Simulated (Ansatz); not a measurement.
Runs of Ansatz 0.2.0 on HfN. It takes space group Fm-3m (No. 225, cubic). The conventional cell has a = 4.512 Å, b = 4.512 Å, c = 4.512 Å, α = 90.00°, β = 90.00°, γ = 90.00°. Hf (site symmetry m-3m) is surrounded by 6 N at 2.26 Å. Around N (site symmetry m-3m) lie 6 Hf at 2.26 Å. 

```tsv
task	level	cell	k mesh	cutoff (eV)	smearing	basis error allowed	gap on the mesh (eV)	pressure (GPa)	relaxed volume (Å³/atom)
relaxation of cell and atoms	RPBE+D3(BJ)	relaxed	10 × 10 × 10	-	fermi-dirac 0.05 eV	0.001 eV/atom	-	0.0	(a)
phonons	PBEsol	as given	7 × 7 × 7	368	fermi-dirac 0.05 eV	0.001 eV/atom	none	-	-
relaxation of cell and atoms	BLYP+D3(BJ)	relaxed	10 × 10 × 10	-	fermi-dirac 0.05 eV	0.001 eV/atom	-	0.0	11.57
single point	PBE	as given	10 × 10 × 10	344	gaussian 0.03 eV	0.001 eV/atom	none	6.7	-
```

Alike in all rows: potentials or basis all-electron LAPW, scalar-relativistic; no spin polarisation.

Question: Estimate the missing entries.

Answer: (a) 10.58.

Caveats: the k mesh is thin for a metal, which can move the energy by tens of meV per atom (some runs); a metal's response needs a denser mesh (some runs).

A k mesh can miss the band edges, and the runs leave out spin-orbit coupling on Hf.

A gap of «none» marks a metal or a gap under the smearing width.

Not every run made on this cell is shown here.
